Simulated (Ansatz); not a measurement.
# Se: the cost of one run

Method: DFT PBEsol, scalar-relativistic, plane waves, PAW, in Ansatz 0.2.0.

2 further runs of the same task are left out: 2 set aside as unsound or not needed.

### Step 1. The system as given

Symmetry: P3_221, No. 154, trigonal system. Conventional cell: a = 4.066 Å, b = 4.066 Å, c = 5.128 Å, α = 90.00°, β = 90.00°, γ = 120.00°. Around Se (site symmetry 2) lie 2 Se at 2.44 Å.

Structure file:

```xyz
3
Lattice="4.0664 0.0000 0.0000 -2.0332 3.5216 0.0000 0.0000 0.0000 5.1281" Properties=species:S:1:pos:R:3 pbc="T T T"
Se    1.0062    0.0000    0.8547
Se   -0.5031    0.8714    4.2734
Se    1.5301    2.6502    2.5641
```

This cell was relaxed beforehand with the same method: volume 24.48 Å³/atom, gap on the mesh 0.52 eV.

### Step 2. Relaxing with PBEsol

input.yaml

```yaml
crystal:
  lattice:
    - [4.0663877714, 0.0, 0.0]
    - [-2.0331938857, 3.5215951117, 0.0]
    - [0.0, 0.0, 5.128102203]
  atoms:
    - { symbol: Se, position: [0.2474441096, 0.0, 0.1666666667] }
    - { symbol: Se, position: [0.0, 0.2474441096, 0.8333333333] }
    - { symbol: Se, position: [0.7525558904, 0.7525558904, 0.5] }
basis:
  ecutwfc: 420
kpoints:
  mp_grid: { grid: [12, 12, 8] }
hamiltonian:
  xc: pbesol
scf:
  occupations: { method: gaussian, width: 0.02 }
output:
  forces: true
  stress: true
  eigenvalues: true
relax:
  adjacent_minimum: "off"
  f_tol: 0.005
  max_steps: 50
  cell: { stress_tol: 0.05 }
```

Launch:

```bash
$ ansatz run input.yaml --threads 1 --pin off --max-ram 2560MiB --backend cpu --events-out ev --progress --plain --runs-dir out
```

**Question.** How long does this run take on 1 thread of an x86-64 CPU, shared host, and how much memory does it need?

About 82 s, with a peak of 0.53 GiB.
